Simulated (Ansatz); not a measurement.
Two states of Gd

```
Gd
1.0
     3.82666    3.89126    0.00000
     3.82666   -3.89126    0.00000
     0.00000    0.00000   11.62580
Gd
2
Direct
  0.00000 0.50000 0.50000
  0.50000 0.00000 0.50000
```

Method: PBE, with U_eff = 2.45 eV on Gd f (atomic projectors); PAW, plane waves to 420 eV, 4×4×2 Γ-centred mesh, gaussian occupations (width 0.0849 eV) (Ansatz 0.2.0), atoms fixed.

State A: Gd1 up, Gd2 down (collinear spin). State B: Gd1 up, Gd2 up (collinear spin).

Q: Which state is lower, and how do they differ?

A: State B is lower by 149.3 meV an atom at zero smearing; in free energy at this smearing B lies -154.5 meV an atom from A.

| state | free energy (meV/atom) | largest moment in a small sphere (μB) | net moment (μB/cell) | gap on mesh (eV) | pressure (GPa) | largest force (eV/Å) |
| --- | --- | --- | --- | --- | --- | --- |
| A | 154.5 | 7.80 | 2.02 | metal | -1.4 | 0.00 |
| B | 0.0 | 7.78 | 16.81 | metal | -1.3 | 0.00 |

Origin: a database entry at a rescaled volume. Caveats: the exchange-correlation potential is rough where the density is thin.
